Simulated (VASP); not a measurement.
# Si (P1) in VASP: further runs

One crystal, Si, is run at these levels: PBEsol; tasks: single point.

All numbers are computed with VASP 6.6.1; they aren't measurements. Logs are shortened: lines on timing, memory, paths and dates and some standing lists are left out, and cuts for length are marked.

## (1) The structure

The typed cell holds 16 atoms: a = 7.679 Å, b = 7.679 Å, c = 7.679 Å, α = 60.00°, β = 60.00°, γ = 60.00°.

The cell was built by a generator and needn't be a form met in nature.

## (2) Single point, PBEsol

Input file INCAR:

```
PREC = Accurate
ENCUT = 520
EDIFF = 1E-6
ISMEAR = -1
SIGMA = 0.3
LREAL = Auto
LASPH = True
NELM = 100
ALGO = Normal
ISIF = 2
LWAVE = False
LCHARG = False
GGA = PS
NBANDS = 46
```

Input file KPOINTS:

```
regular mesh
0
Gamma
  2 2 2
```

Input file POSCAR:

```
Si
1.0
    0.0000000000      5.4300000000      5.4300000000
    5.4300000000      0.0000000000      5.4300000000
    5.4300000000      5.4300000000      0.0000000000
Si
16
Direct
    0.0263535912     -0.0354880295     -0.0209023941
    0.1498618785      0.1127163904      0.0768784530
    0.0086279926      0.0089594843      0.4762891344
    0.1582965009      0.1185359116      0.6128268877
    0.0351657459      0.4947421731     -0.0153683241
    0.1360773481      0.6100736648      0.1245672192
    0.0399907919      0.4892725599      0.4880939227
    0.1142817680      0.6449079190      0.6196040516
    0.4959760589      0.0285359116     -0.0380755064
    0.6448342541      0.1180755064      0.1145580110
    0.5258287293     -0.0332320442      0.4839502762
    0.6375506446      0.1190976059      0.5997421731
    0.5410773481      0.4865101289     -0.0231399632
    0.6648158379      0.6412799263      0.0891620626
    0.5058195212      0.4963167587      0.4718968692
    0.6593646409      0.5903775322      0.6184806630
```

Potentials or basis: VASP PAW PBE potentials, release 64 (Si).

Command:

```bash
$ cat potpaw_PBE.64/Si/POTCAR > POTCAR
$ mpirun -np 1 vasp_std > vasp.out
```

OUTCAR:

```text
PREC = Accurate
   ENCUT = 520
   EDIFF = 1E-6
   ISMEAR = -1
   LREAL = Auto
   LASPH = True
   NELM = 100
   ISIF = 2
   GGA = PS

 ion  position               nearest neighbor table
   1  0.026  0.965  0.979-   6 2.23   4 2.31   2 2.32  10 2.40
   2  0.150  0.113  0.077-   9 2.18   1 2.32   5 2.42   3 2.51
   3  0.009  0.009  0.476-   8 2.29  12 2.33   4 2.49   2 2.51
   4  0.158  0.119  0.613-   1 2.31  11 2.32   7 2.32   3 2.49
   5  0.035  0.495  0.985-   6 2.24   8 2.31  14 2.33   2 2.42
   6  0.136  0.610  0.125-   1 2.23   5 2.24   7 2.29  13 2.54
[... 8 lines left out ...]
  15  0.506  0.496  0.472-  12 2.37  14 2.42   8 2.47  16 2.48
  16  0.659  0.590  0.618-  13 2.25  11 2.36   7 2.39  15 2.48

  LATTYP: Found a face centered cubic cell.
 ALAT       =    10.8600000000

  Lattice vectors:

 A1 = (   0.0000000000,   5.4300000000,   5.4300000000)
 A2 = (   5.4300000000,   0.0000000000,   5.4300000000)
 A3 = (   5.4300000000,   5.4300000000,   0.0000000000)

Analysis of symmetry for initial positions (statically):
=====================================================================
 Subroutine PRICEL returns:
 Original cell was already a primitive cell.

 Routine SETGRP: Setting up the symmetry group for a
 face centered cubic supercell.

 Subroutine GETGRP returns: Found  1 space group operations
 (whereof  1 operations were pure point group operations)
 out of a pool of 48 trial point group operations.

The static configuration has the point symmetry C_1 .

Analysis of symmetry for dynamics (positions and initial velocities):
=====================================================================
 Subroutine PRICEL returns:
 Original cell was already a primitive cell.

 Routine SETGRP: Setting up the symmetry group for a
 face centered cubic supercell.

 Subroutine GETGRP returns: Found  1 space group operations
 (whereof  1 operations were pure point group operations)
 out of a pool of 48 trial point group operations.

The dynamic configuration has the point symmetry C_1 .

 Subroutine INISYM returns: Found  1 space group operations
 (whereof  1 operations are pure point group operations),
 and found     1 'primitive' translations

----------------------------------------------------------------------------------------

                                     Primitive cell

  volume of cell :     320.2060

  direct lattice vectors                    reciprocal lattice vectors
     0.000000000  5.430000000  5.430000000    -0.092081031  0.092081031  0.092081031
     5.430000000  0.000000000  5.430000000     0.092081031 -0.092081031  0.092081031
     5.430000000  5.430000000  0.000000000     0.092081031  0.092081031 -0.092081031

  length of vectors
     7.679179644  7.679179644  7.679179644     0.159489025  0.159489025  0.159489025

  position of ions in fractional coordinates (direct lattice)
     0.026353591  0.964511970  0.979097606
     0.149861878  0.112716390  0.076878453
     0.008627993  0.008959484  0.476289134
     0.158296501  0.118535912  0.612826888
     0.035165746  0.494742173  0.984631676
     0.136077348  0.610073665  0.124567219
[... 8 lines left out ...]
     0.505819521  0.496316759  0.471896869
     0.659364641  0.590377532  0.618480663

  ion indices of the primitive-cell ions
   primitive index   ion index
                 1           1
                 2           2
                 3           3
                 4           4
                 5           5
                 6           6
[... 8 lines left out ...]
                15          15
                16          16

----------------------------------------------------------------------------------------

 KPOINTS: regular mesh

Automatic generation of k-mesh.
 Grid dimensions read from file:
 generate k-points for:    2    2    2

 Generating k-lattice:

  Cartesian coordinates                     Fractional coordinates (reciprocal lattice)
    -0.046040516  0.046040516  0.046040516     0.500000000  0.000000000  0.000000000
     0.046040516 -0.046040516  0.046040516     0.000000000  0.500000000  0.000000000
     0.046040516  0.046040516 -0.046040516     0.000000000  0.000000000  0.500000000

  Length of vectors
     0.079744512  0.079744512  0.079744512

  Shift w.r.t. Gamma in fractional coordinates (k-lattice)
     0.000000000  0.000000000  0.000000000

 Subroutine IBZKPT returns following result:
 ===========================================

 Found      8 irreducible k-points:

 Following reciprocal coordinates:
            Coordinates               Weight
  0.000000  0.000000  0.000000      1.000000
  0.500000  0.000000  0.000000      1.000000
  0.000000  0.500000  0.000000      1.000000
  0.000000  0.000000  0.500000      1.000000
  0.500000  0.500000  0.500000      1.000000
  0.500000  0.500000  0.000000      1.000000
  0.000000  0.500000  0.500000      1.000000
  0.500000  0.000000  0.500000      1.000000
   k-points           NKPTS =      8   k-points in BZ     NKDIM =      8   number of bands    NBANDS=     46
   number of dos      NEDOS =    301   number of ions     NIONS =     16
   total plane-waves  NPLWV = 216000
   dimension x,y,z NGX =    60 NGY =   60 NGZ =   60
   dimension x,y,z NGXF=   120 NGYF=  120 NGZF=  120
   ions per type =              16
   NGX,Y,Z   is equivalent  to a cutoff of  12.99, 12.99, 12.99 a.u.
   NGXF,Y,Z  is equivalent  to a cutoff of  25.98, 25.98, 25.98 a.u.
 SYSTEM =  unknown system
   PREC   = accura    normal or accurate (medium, high low for compatibility)
   ISTART =      0    job   : 0-new  1-cont  2-samecut
   ICHARG =      2    charge: 1-file 2-atom 10-const
   ISPIN  =      1    spin polarized calculation?
   LNONCOLLINEAR =      F non collinear calculations
   LSORBIT =      F    spin-orbit coupling
   LASPH  =      T    aspherical Exc in radial PAW
   ENCUT  =  520.0 eV  38.22 Ry    6.18 a.u.  14.28 14.28 14.28*2*pi/ulx,y,z
   NELM   =    100;   NELMIN=  2; NELMDL= -5     # of ELM steps
   EDIFF  = 0.1E-05   stopping-criterion for ELM
   LREAL  =      T    real-space projection
   EDIFFG = 0.1E-04   stopping-criterion for IOM
   NSW    =      0    number of steps for IOM
   IBRION =     -1    ionic relax: 0-MD 1-quasi-New 2-CG
   NFREE  =      0    steps in history (QN), initial steepest desc. (CG)
   ISIF   =      2    stress and relaxation
   ISYM   =      2    0-nonsym 1-usesym 2-fastsym
   POTIM  = 0.5000    time-step for ionic-motion
   TEBEG  =    0.0;   TEEND  =   0.0 temperature during run
   PSTRESS=    0.0 pullay stress
   NELECT =      64.0000    total number of electrons
   NUPDOWN=      -1.0000    fix difference up-down
   EMIN   =  10.00;   EMAX   =-10.00  energy-range for DOS
   EFERMI =   0.00;   METHOD = LEGACY
   ISMEAR =    -1;   SIGMA  =   0.30  broadening in eV -4-tet -1-fermi 0-gaus
   EFERMI_NEDOS =   21; number of points for ismear=-14 and -15
   IALGO  =     38    algorithm
   IMIX   =      4    mixing-type and parameters
     AMIX     =   0.40;   BMIX     =  1.00
     AMIX_MAG =   1.60;   BMIX_MAG =  1.00
  volume/ion in A,a.u.               =      20.01       135.05
  Fermi-wavevector in a.u.,A,eV,Ry     =   0.957176  1.808800 12.465458  0.916185
  Thomas-Fermi vector in A             =   2.086170
   LORBIT       =      0    0 simple, 1 ext, 2 COOP (PROOUT), +10 PAW based schemes
   GGA     = PS    functional components
   LHFCALC =     F    Hartree Fock is set to
   AEXX    =    0.0000 exact exchange contribution
   IVDW    =     0    specifies the selected vdW correction
   LEPSILON=     F    determine dielectric tensor
   LRPA    =     F    only Hartree local field effects (RPA)
 non-spin polarized calculation
  energy-cutoff  :      520.00
  volume of cell :      320.21
 maximum number of plane-waves:      8646
 NGX is ok and might be reduce to    60
   NGX = 29   NGY = 29   NGZ = 29

 number of electron      64.0000000 magnetization

 Free energy of the ion-electron system (eV)
  ---------------------------------------------------
  ext. energy  EPLUGINS =         0.00000000
  ---------------------------------------------------
  free energy    TOTEN  =       -89.32554770 eV

  energy without entropy =      -88.22461450  energy(sigma->0) =      -88.77508110

 E-fermi :   5.9703     XC(G=0):  -9.5638

 val. band max:        5.9301710289   @ k =   0.0000   0.0000   0.0000
 cond. band min:       6.1047076866   @ k =   0.0000   0.0000   0.0000
 fundamental gap:      0.1745366578
 Fermi energy:         5.9702566542

 k-point     1 :       0.0000    0.0000    0.0000
  band No.  band energies     occupation
      1      -6.2397      2.00000
      2      -4.0561      2.00000
      3      -3.9395      2.00000
      4      -3.8616      2.00000
      5      -3.6816      2.00000
      6      -2.3649      2.00000
[... 36 lines left out ...]
     43       8.1905      0.00122
     44       8.2826      0.00090

 k-point     2 :       0.5000    0.0000    0.0000
  band No.  band energies     occupation
      1      -5.5903      2.00000
      2      -5.2871      2.00000
      3      -3.7255      2.00000
      4      -3.6066      2.00000
      5      -3.5698      2.00000
      6      -3.4472      2.00000
[... 36 lines left out ...]
     43       9.2271      0.00004
     44       9.6217      0.00001

 k-point     3 :       0.0000    0.5000    0.0000
  band No.  band energies     occupation
      1      -5.4692      2.00000
      2      -5.4184      2.00000
      3      -3.7650      2.00000
      4      -3.6302      2.00000
      5      -3.5768      2.00000
      6      -3.3655      2.00000
[... 224 lines left out ...]
     43       9.8814      0.00000
     44       9.9471      0.00000

 k-point     8 :       0.5000    0.0000    0.5000
  band No.  band energies     occupation
      1      -5.2602      2.00000
      2      -5.0943      2.00000
      3      -4.3814      2.00000
      4      -4.2455      2.00000
      5      -4.0353      2.00000
      6      -3.9266      2.00000
[... 36 lines left out ...]
     43       9.8875      0.00000
     44       9.9253      0.00000
 [bands above 44 left out]

------------------------ aborting loop because EDIFF is reached ----------------------------------------

  FORCE on cell =-STRESS in cart. coord.  units (eV):
  Direction    XX          YY          ZZ          XY          YZ          ZX
  --------------------------------------------------------------------------------------
  -------------------------------------------------------------------------------------
  Total        1.7338274      1.8781642      2.2637778     -0.1515249     -2.5208975     -1.1405768
  in kB        8.6753492      9.3975502     11.3269998     -0.7581676    -12.6135194     -5.7069705
  external PRESSURE =       9.7999664 kB  Pullay stress =       0.0000000 kB

 VOLUME and BASIS-vectors are now :
 -----------------------------------------------------------------------------
  energy-cutoff  :      520.00
  volume of cell :      320.21
      direct lattice vectors                 reciprocal lattice vectors
     0.000000000  5.430000000  5.430000000    -0.092081031  0.092081031  0.092081031
     5.430000000  0.000000000  5.430000000     0.092081031 -0.092081031  0.092081031
     5.430000000  5.430000000  0.000000000     0.092081031  0.092081031 -0.092081031

 POSITION                                       TOTAL-FORCE (eV/Angst)
 -----------------------------------------------------------------------------------
     10.55380      5.45960      5.38040         1.205499     -0.986288      0.424010
      1.02950      1.23120      1.42580         2.181869     -0.303599     -1.227727
      2.63490      2.63310      0.09550         0.022823     -0.161845      1.198524
      3.97130      4.18720      1.50320        -0.863980     -0.793972     -0.737062
      8.03300      5.53750      2.87740        -0.798622     -0.503672     -1.177187
      3.98910      1.41530      4.05160        -1.094753      1.642238      1.071102
[... 8 lines left out ...]
      5.25740      5.30900      5.44160         0.486181      0.178660      0.563856
      6.56410      6.93870      6.78610        -0.962520     -1.161892      0.196334
 -----------------------------------------------------------------------------------
    total drift:                               -0.004049      0.000292     -0.006488

  FREE ENERGIE OF THE ION-ELECTRON SYSTEM (eV)
  ---------------------------------------------------
  free  energy   TOTEN  =       -89.3255476977 eV

  energy  without entropy=      -88.2246144956  energy(sigma->0) =      -88.77508110
```

Wall time 2.1 min (1 thread of AMD EPYC 9R45 (Zen 5), shared host); peak memory 0.43 GiB.

Results:

* Free energy: -89.3255 eV
* Pressure: 1.0 GPa
* Largest force: 2.801 eV/Å
* Band gap on the k mesh: 0.17 eV, direct

Forces on the atoms (eV/Å):
```
Si   1.205 -0.986  0.424
Si   2.182 -0.304 -1.228
Si   0.023 -0.162  1.199
Si  -0.864 -0.794 -0.737
Si  -0.799 -0.504 -1.177
Si  -1.095  1.642  1.071
Si   0.424 -0.347 -0.971
Si  -0.884  0.900  0.884
Si  -0.823  2.539  0.849
Si  -0.898 -0.405 -0.223
Si   0.237  0.497  0.294
Si  -0.246 -0.712  0.335
Si   1.656  0.277 -0.407
Si   0.360 -0.657 -1.074
Si   0.486  0.179  0.564
Si  -0.963 -1.162  0.196
```

Stress tensor (GPa, compression positive):
```
 0.87 -0.08 -0.57
-0.08  0.94 -1.26
-0.57 -1.26  1.13
```

Levels at points of the mesh, in eV from the valence-band top:
```
           k point  band 28  band 29  band 30  band 31  band 32  band 33  band 34  band 35  band 36  band 37
(0.00, 0.00, 0.00)    -1.06    -0.95    -0.26    -0.12     0.00     0.17     0.32     0.47     0.52     0.55
(0.50, 0.00, 0.00)    -1.99    -1.12    -0.92    -0.90    -0.48     0.94     0.99     1.11     1.25     1.33
(0.00, 0.50, 0.00)    -2.05    -1.07    -0.89    -0.65    -0.54     0.87     1.05     1.20     1.22     1.43
(0.00, 0.00, 0.50)    -2.03    -0.99    -0.84    -0.78    -0.60     0.92     1.09     1.24     1.29     1.43
(0.50, 0.50, 0.50)    -2.12    -1.24    -0.86    -0.75    -0.60     0.92     1.00     1.08     1.14     1.27
(0.50, 0.50, 0.00)    -1.77    -1.57    -1.42    -1.34    -1.10     0.78     0.89     1.97     2.03     2.13
(0.00, 0.50, 0.50)    -1.89    -1.48    -1.41    -1.27    -1.22     0.84     0.85     2.02     2.08     2.17
(0.50, 0.00, 0.50)    -1.94    -1.46    -1.42    -1.26    -1.22     0.75     0.88     2.03     2.06     2.16
```

Caveat: the k mesh is coarse (spacing up to 0.50 Å⁻¹), so the values aren't converged; the PAW data sets were made with another functional, which shifts forces and pressure a little. PBEsol gaps usually lie below the measured ones, often by a third to a half.

(Part 1 of 2 ends here.)
